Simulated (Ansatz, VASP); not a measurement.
Au: VASP beside Ansatz

The input INCAR:

```
  PREC = Accurate
  ENCUT = 520
  EDIFF = 1E-7
  ISMEAR = -1
  SIGMA = 0.05
  LREAL = False
  LASPH = True
  NELM = 60
  ALGO = Normal
  ISIF = 2
  LWAVE = False
  LCHARG = False
  GGA = PE
  NBANDS = 18
```

The input KPOINTS:

```
regular mesh
0
Gamma
  11 11 6
```

File POSCAR:

```
Au
1.0
    2.8805363263      0.0000000000      0.0000000000
   -1.4402681631      2.4946176351      0.0000000000
    0.0000000000      0.0000000000      4.8472473353
Au
2
Direct
    0.6666666667      0.3333333333      0.2500000000
    0.3333333333      0.6666666667      0.7500000000
```

The input input.yaml:

```yaml
crystal:
  lattice:
    - [2.8805363263, 0.0, 0.0]
    - [-1.4402681631, 2.4946176351, 0.0]
    - [0.0, 0.0, 4.8472473353]
  atoms:
    - { symbol: Au, position: [0.6666666667, 0.3333333333, 0.25] }
    - { symbol: Au, position: [0.3333333333, 0.6666666667, 0.75] }
hamiltonian:
  xc: pbe
  pseudopotentials: { kind: paw }
kpoints:
  mp_grid: { grid: [11, 11, 6] }
scf:
  occupations: { method: fermi_dirac, width: 0.05 }
output:
  forces: true
  stress: true
  eigenvalues: true
```

Change from the starting cell: volume scaled by 0.98.

Alike in both runs: task single point; functional PBE; k mesh 11 × 11 × 6; occupations fermi-dirac, width 0.05 eV; no spin polarisation.

```csv
,VASP,Ansatz
version,VASP 6.6.1,Ansatz 0.2.0
potentials or method,"VASP PAW PBE potentials, release 64 (Au)",Ansatz PAW
plane-wave cutoff (eV),520,420
valence electrons in the cell,22,38
```

|  | VASP | Ansatz | Ansatz less VASP |
| --- | --- | --- | --- |
| gap on the k mesh at the Fermi level (eV) | none | none | - |
| pressure (GPa) | 4.8 | 5.1 | +0.27 |
| largest component of the traceless stress (GPa) | 0.76 | 0.77 | +0.010 |

A gap of «none» marks a metal or a gap that the smearing closes. The two sets of potentials don't hold the same shells in valence.

The runs have no spin-orbit coupling, so splittings on Au are missing.
